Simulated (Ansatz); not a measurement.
A run of Ansatz 0.2.0 is set up as follows.

Contents of input.yaml:

```yaml
crystal:
  lattice:
    - [3.112861506, 0.0, 0.0]
    - [-1.556430753, 2.6958171426, 0.0]
    - [0.0, 0.0, 4.869841]
  atoms:
    - { symbol: Ta, position: [0.3333333333, 0.6666666667, 0.254711] }
    - { symbol: Ta, position: [0.6666666667, 0.3333333333, 0.745289] }
    - { symbol: "N", position: [0.0, 0.0, 0.0] }
hamiltonian:
  xc: rpbe
  pseudopotentials: { kind: paw }
  dispersion: d3bj
kpoints:
  mp_grid: { grid: [10, 10, 6] }
scf:
  occupations: { method: fermi_dirac, width: 0.05 }
output:
  forces: true
  stress: true
  eigenvalues: true
relax:
  f_tol: 0.01
  max_steps: 40
  cell: { stress_tol: 0.05 }
```

Potentials or basis: Ansatz PAW.

Command:

```bash
$ ansatz run input.yaml --threads 2 --pin off --max-ram 5632MiB --backend cpu --events-out ev --progress --plain --runs-dir out
```

Q: What does it give for the relaxed cell?

A: a = 2.953 Å, b = 2.953 Å, c = 4.734 Å, α = 90.00°, β = 90.00°, γ = 120.00°.

Q: Predict the space group after relaxing (to 0.05 Å).

A: P-3m1 (No. 164).

Q: Estimate the relaxed volume.

A: 11.92 Å³/atom.

The path:
```tsv
step	energy change (eV)	largest force (eV/Å)	volume (Å³)
1	0.0000	0.0527	40.87
2	-0.6149	1.9431	35.29
3	-0.7028	0.2553	35.93
4	-0.7057	0.0150	35.79
5	-0.7058	0.0014	35.78
6	-0.7012	0.0012	35.78
7	-0.7013	0.0015	35.75
8	-0.7012	0.0014	35.75
```

Caveat: the plane-wave basis is chosen anew once the cell has moved, so the energies of steps on either side of that aren't comparable; pairwise dispersion overbinds metals, which lowers pressure and volume; the PAW data sets come from PBE, with cores solved anew for the run's functional, which leaves a small shift of forces and pressure. Spin-orbit coupling is left out, which matters for the levels of Ta.
